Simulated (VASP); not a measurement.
Sn, 1 atom in the cell. Symmetry: Im-3m, No. 229, cubic system. Conventional cell: a = 3.789 Å, b = 3.789 Å, c = 3.789 Å, α = 90.00°, β = 90.00°, γ = 90.00°. Sn (site symmetry m-3m) is surrounded by 8 Sn at 3.28 Å. This isn't the form of Sn at room conditions, which is tetragonal (white tin).

| Item | Value |
| --- | --- |
| Program | VASP 6.6.1 |
| Task | single point |
| Functional | LDA |
| Potentials or basis | VASP PAW LDA potentials, release 64 (Sn) |
| Cutoff | 500 eV |
| k mesh | 10 × 10 × 10 |
| Occupations | gaussian, width 0.02 eV |
| Spin | no spin polarisation |
| Further INCAR settings | ALGO = Normal; EDIFF = 1e-07 |

Potentials or basis: VASP PAW LDA potentials, release 64 (Sn).

Launch:

```sh
$ cat potpaw_LDA.64/Sn/POTCAR > POTCAR
$ mpirun -np 1 vasp_std > vasp.out
```

Hardware: 1 thread of Intel(R) Xeon(R) 6975P-C (Granite Rapids), on a shared host.

Q: Estimate the wall time of this run.

A: Run time: 2.1 s on 1 thread of Intel(R) Xeon(R) 6975P-C (Granite Rapids) (shared host), peak memory 0.13 GiB. Counts: scf iterations 10, k points 47.
